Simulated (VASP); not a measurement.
Here is a VASP 6.6.1 calculation.

File INCAR:

```
PREC = Accurate
ENCUT = 600
EDIFF = 1E-7
ISMEAR = 1
SIGMA = 0.15
LREAL = F
LASPH = T
NELM = 80
ALGO = Fast
ISIF = 3
LWAVE = F
LCHARG = F
GGA = PS
IBRION = 2
NSW = 40
EDIFFG = -0.02
```

KPOINTS

```
Automatic mesh
0
Gamma
  16 16 16
```

File POSCAR:

```
TiN
1.0
    0.0000000000      2.1200000000      2.1200000000
    2.1200000000      0.0000000000      2.1200000000
    2.1200000000      2.1200000000      0.0000000000
Ti N
1 1
Direct
    0.0000000000      0.0000000000      0.0000000000
    0.5000000000      0.5000000000      0.5000000000
```

Potentials or basis: VASP PAW PBE potentials, release 64 (Ti_sv, N).

Command:

```console
$ cat potpaw_PBE.64/Ti_sv/POTCAR potpaw_PBE.64/N/POTCAR > POTCAR
$ mpirun -np 1 vasp_std > vasp.out
```

Problem. What does it give for the relaxed cell?

Solution. a = 2.974 Å, b = 2.974 Å, c = 2.974 Å, α = 60.00°, β = 60.00°, γ = 60.00°.

Problem. What does it give for the space group after relaxing (to 0.05 Å)?

Solution. Fm-3m (No. 225).

Problem. Predict the band gap on the k mesh.

Solution. None (metal or under the smearing width).

Final structure:
```
CELL_PARAMETERS angstrom
0.00000 2.10284 2.10284
2.10284 0.00000 2.10284
2.10284 2.10284 0.00000
ATOMIC_POSITIONS crystal
Ti 0.00000 0.00000 0.00000
N 0.50000 0.50000 0.50000
```
